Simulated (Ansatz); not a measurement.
# C: the cost of one run

Program: Ansatz 0.2.0. Level of theory: DFT PBE, scalar-relativistic, plane waves, PAW. These are calculated values, not measurements.

1 further run of the same task is left out (set aside as unsound or not needed).

**1. Starting point**

Symmetry: P-3m1, No. 164, trigonal system. Conventional cell: a = 2.456 Å, b = 2.456 Å, c = 24.134 Å, α = 90.00°, β = 90.00°, γ = 120.00°. C (site symmetry 3m) has 3 C at 1.42 Å in its first shell of neighbours.

Structure file:

```
CELL_PARAMETERS angstrom
2.45623 0.00000 0.00000
-1.22811 2.12716 0.00000
0.00000 0.00000 24.13396
ATOMIC_POSITIONS crystal
C 0.00000 0.00000 0.57047
C 0.00000 0.00000 0.42953
C 0.33333 0.66667 0.42952
C 0.66667 0.33333 0.57048
```

The structure comes from the Materials Project (structure only).

(A quick probe on a coarse mesh, which set the mesh and smearing, is not shown.)

**3. Relaxing cell and atoms**

input.yaml reads:

```yaml
crystal:
  lattice:
    - [2.456227506, 0.0, 0.0]
    - [-1.228113753, 2.1271554177, 0.0]
    - [0.0, 0.0, 24.1339601687]
  atoms:
    - { symbol: C, position: [0.0, 0.0, 0.57046877] }
    - { symbol: C, position: [0.0, 0.0, 0.42953123] }
    - { symbol: C, position: [0.33333333, 0.66666667, 0.42952456] }
    - { symbol: C, position: [0.66666667, 0.33333333, 0.57047544] }
basis:
  ecutwfc: 420
kpoints:
  mp_grid: { grid: [18, 18, 2] }
hamiltonian:
  xc: pbe
scf:
  occupations: { method: gaussian, width: 0.1 }
output:
  forces: true
  stress: true
  eigenvalues: true
relax:
  adjacent_minimum: "off"
  f_tol: 0.005
  max_steps: 80
  cell: { stress_tol: 0.05 }
```

Started as:

```
ansatz run input.yaml --threads 1 --pin off --max-ram 2560MiB --backend cpu --events-out ev --progress --plain --runs-dir out
```

**Question.** How long does this run take on 1 thread of Oxide Virtual Turin-like (Zen 5), shared host, and how much memory does it need?

About 44 s, with a peak of 0.46 GiB.
